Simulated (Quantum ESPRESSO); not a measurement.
HgTe (Coloradoite):

```xyz
2
Lattice="0.0000 3.2145 3.2145 3.2145 0.0000 3.2145 3.2145 3.2145 0.0000" Properties=species:S:1:pos:R:3 pbc="T T T"
Hg    0.0000    0.0000    0.0000
Te    4.8217    4.8217    4.8217
```

```yaml
Program: Quantum ESPRESSO 7.5
Task: single point
Functional: PBE
Potentials_or_basis: SSSP 1.3 efficiency PBE
Cutoff: 816 eV
Density_cutoff: 5987 eV
k_mesh: 7 × 7 × 7
Occupations: fermi-dirac, width 0.05 eV
Spin: no spin polarisation
```

On this cell: pressure 4.7 GPa; largest force zero by symmetry; band gap on the k mesh none (metal or under the smearing width).

The same run follows on a disturbed copy (atoms moved at random, drawn with an rms of 0.05 Å):

```
CELL_PARAMETERS angstrom
0.00000 3.21450 3.21450
3.21450 0.00000 3.21450
3.21450 3.21450 0.00000
ATOMIC_POSITIONS crystal
Hg 0.99737 0.00315 0.99558
Te 0.74873 0.75226 0.74921
```

Problem. What changes?

Solution. The energy (extrapolated to zero smearing) moves by +0.4 meV/atom; pressure 4.7 GPa; largest force 0.084 eV/Å; band gap on the k mesh none (metal or under the smearing width).

Forces in eV/Å, atoms in the order of the input:
```
Hg   0.041  0.073  0.009
Te  -0.041 -0.073 -0.009
```

Stress tensor (GPa, compression positive):
```
4.71 0.04 0.29
0.04 4.71 0.16
0.29 0.16 4.72
```
